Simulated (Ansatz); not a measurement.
## BaS, response to strain

The reference is BaS in the rock salt structure (space group Fm-3m, No. 225; a = 6.3315 Å).

Strains are applied to the cell and any free atomic positions relax.

The values are results of PBEsol, PAW, 420 eV (Ansatz, a quantum-chemistry and plane-wave program; no SOC), not measurements.

Notes on the quantities. energy relative to the base: free energy F.

| variant | pressure | energy relative to the base | band gap | electron mass |
|---|---|---|---|---|
| base | 0.01 GPa | 0 meV/atom | 2.04 eV | 1.3 mₑ along k, 0.32 mₑ across (at X) |
| isotropic strain −3.00 % | 5.23 GPa | +42 meV/atom | 1.86 eV | 1.3 mₑ along k, 0.29 mₑ across (at X) |
| isotropic strain −2.50 % | 4.20 GPa | +28 meV/atom | 1.89 eV | 1.3 mₑ along k, 0.30 mₑ across (at X) |
| isotropic strain −2.00 % | 3.24 GPa | +18 meV/atom | 1.92 eV | 1.3 mₑ along k, 0.30 mₑ across (at X) |
| isotropic strain −1.00 % | 1.51 GPa | +4.3 meV/atom | 1.98 eV | 1.3 mₑ along k, 0.31 mₑ across (at X) |
| isotropic strain −0.50 % | 0.73 GPa | +1.1 meV/atom | 2.01 eV | 1.3 mₑ along k, 0.31 mₑ across (at X) |
| isotropic strain +1.00 % | -1.29 GPa | +4.0 meV/atom | 2.09 eV | 1.3 mₑ along k, 0.33 mₑ across (at X) |
| isotropic strain +1.50 % | -1.87 GPa | +8.8 meV/atom | 2.11 eV | 1.3 mₑ along k, 0.33 mₑ across (at X) |
| isotropic strain +2.50 % | -2.91 GPa | +24 meV/atom | 2.15 eV | 1.3 mₑ along k, 0.34 mₑ across (at X) |
| isotropic strain +3.00 % | -3.37 GPa | +34 meV/atom | 2.17 eV | 1.3 mₑ along k, 0.34 mₑ across (at X) |

Masses are band curvatures over ±0.01 Å⁻¹ around the edge. Along k means along the line from Γ to the band edge. Whether these cells are dynamically stable was not tested.
